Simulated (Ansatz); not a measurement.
TiSe under changes of volume

One of the cells (17.058 Å³/atom); the others are scaled copies at fixed shape and fractional positions:

```
CELL_PARAMETERS angstrom
3.55900 0.00000 0.00000
-1.77950 3.08218 0.00000
0.00000 0.00000 6.22000
ATOMIC_POSITIONS crystal
Se 0.66667 0.33333 0.75000
Se 0.33333 0.66667 0.25000
Ti 0.00000 0.00000 0.50000
Ti 0.00000 0.00000 0.00000
```

- Program: Ansatz 0.2.0
- Functional: r2SCAN
- Potentials or basis: Ansatz PAW
- Cutoff: 500 eV (not typed: the program's choice for these potentials)
- k mesh: 9 × 9 × 5
- Occupations: fermi-dirac, width 0.05 eV
- Spin: no spin polarisation

```tsv
volume (Å³/atom)	energy over the lowest point (meV/atom)	pressure (GPa)
16.034	?	?
16.375	33.11	9.7
16.716	15.99	6.6
17.058	5.18	3.8
17.399	0.04	1.3
17.740	0.00	-1.0
18.081	4.55	-3.1
```

**Question.** What does the run at 16.034 Å³/atom give?

**Answer.** Energy over the lowest point 57.23 meV/atom; pressure 13.2 GPa.

Worked out: A Birch-Murnaghan fit of order 3 (a polynomial in V^(-2/3)) to the other rows has its minimum at 17.57 Å³/atom with B0 = V·E''(V) = 117 GPa and B' = 4.4 at fixed shape and positions, which overstates the stiffness. It gives 57.23 meV/atom at 16.034 Å³/atom, against the run's 57.23, and -dE/dV = 13.1 GPa, against 13.2.

Energies are extrapolated to zero smearing.

Caveats: the PAW data sets come from PBE, with cores solved anew for the run's functional, which leaves a small shift of forces and pressure.
